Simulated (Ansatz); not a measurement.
# Response to strain in ZnTe

Start from ZnTe in the zinc blende structure (space group F-43m, No. 216).

```
CELL_PARAMETERS angstrom
      0.00000     3.08955     3.08955
      3.08955     0.00000     3.08955
      3.08955     3.08955     0.00000
ATOMIC_POSITIONS crystal
  Te 0.75000 0.75000 0.75000
  Zn 0.00000 0.00000 0.00000
```

Cartesian axes are those of the cell as printed.

Strains are applied to the cell and any free atomic positions relax; under biaxial strain the out-of-plane vector relaxes too.

Calculations: PBE/PAW in Ansatz (a quantum-chemistry and plane-wave program), no spin-orbit coupling.

Candidates:
(a) isotropic strain +0.78 %
(b) uniaxial strain ε_zz = −2.75 %
(c) biaxial strain −2.08 %, plane normal [110], relaxed out of plane
(d) biaxial strain +1.06 %, plane normal [001], relaxed out of plane

Notes on the quantities. energy relative to the base: free energy F.

Q: Order them by energy relative to the base, highest first.

A: (c) biaxial strain −2.08 %, plane normal [110], relaxed out of plane (+7.1 meV/atom), (b) uniaxial strain ε_zz = −2.75 % (+4.5 meV/atom), (a) isotropic strain +0.78 % (+2.1 meV/atom), (d) biaxial strain +1.06 %, plane normal [001], relaxed out of plane (+1.2 meV/atom)

No phonon test of stability was made.
